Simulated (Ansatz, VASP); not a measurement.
## Li: VASP beside Ansatz

INCAR

```
SYSTEM = Li
PREC = Accurate
ENCUT = 600
EDIFF = 1E-6
ISMEAR = 0
SIGMA = 0.1
LREAL = .False.
LASPH = .True.
NELM = 80
ALGO = Normal
ISIF = 3
LWAVE = .False.
LCHARG = .False.
GGA = PE
IVDW = 12
IBRION = 2
NSW = 100
EDIFFG = -0.005
```

The input KPOINTS:

```
regular mesh
0
Gamma
  18 18 18
  0 0 0
```

POSCAR

```
Li
1.0
   -1.6627443004      1.6627443004      1.6627443004
    1.6627443004     -1.6627443004      1.6627443004
    1.6627443004      1.6627443004     -1.6627443004
Li
1
Direct
    0.0000000000      0.0000000000      0.0000000000
```

Input for Ansatz:

```yaml
crystal:
  lattice:
    - [-1.6627443005, 1.6627443005, 1.6627443005]
    - [1.6627443005, -1.6627443005, 1.6627443005]
    - [1.6627443005, 1.6627443005, -1.6627443005]
  atoms:
    - { symbol: Li, position: [0.0, 0.0, 0.0] }
basis:
  ecutwfc: 420
kpoints:
  mp_grid: { grid: [18, 18, 18] }
hamiltonian:
  xc: pbe
  dispersion: d3bj
scf:
  occupations: { method: gaussian, width: 0.1 }
output:
  forces: true
  stress: true
  eigenvalues: true
  write_density: true
  write_potential: true
  elf: true
  volumetric_format: npy
relax:
  adjacent_minimum: "off"
  f_tol: 0.005
  max_steps: 80
  cell: { stress_tol: 0.05 }
```

Alike in both runs: task relaxation of cell and atoms; functional PBE; dispersion D3(BJ); k mesh 18 × 18 × 18; occupations gaussian, width 0.1 eV; no spin polarisation.

|  | VASP | Ansatz |
| --- | --- | --- |
| version | VASP 6.6.1 | Ansatz 0.2.0 |
| potentials or method | VASP PAW PBE potentials, release 64 (Li_sv) | scalar-relativistic, plane waves, PAW |
| plane-wave cutoff (eV) | 600 | 420 |
| valence electrons in the cell | 3 | 3 |

```tsv
	VASP	Ansatz	Ansatz less VASP
gap on the k mesh at the Fermi level, each at its own relaxed structure (eV)	none	none	-
relaxed volume (Å³/atom)	18.20	18.36	+0.160
relaxed cell length with the largest relative difference (Å)	2.870	2.878	+0.0084
```

A gap of «none» marks a metal or a gap that the smearing closes.

Caveats: the cutoff is under 1.25 times the usual one of these potentials, so pressure, stress and relaxed cells hold a basis-set (Pulay) error (VASP); pairwise dispersion overbinds metals, which lowers pressure and volume.
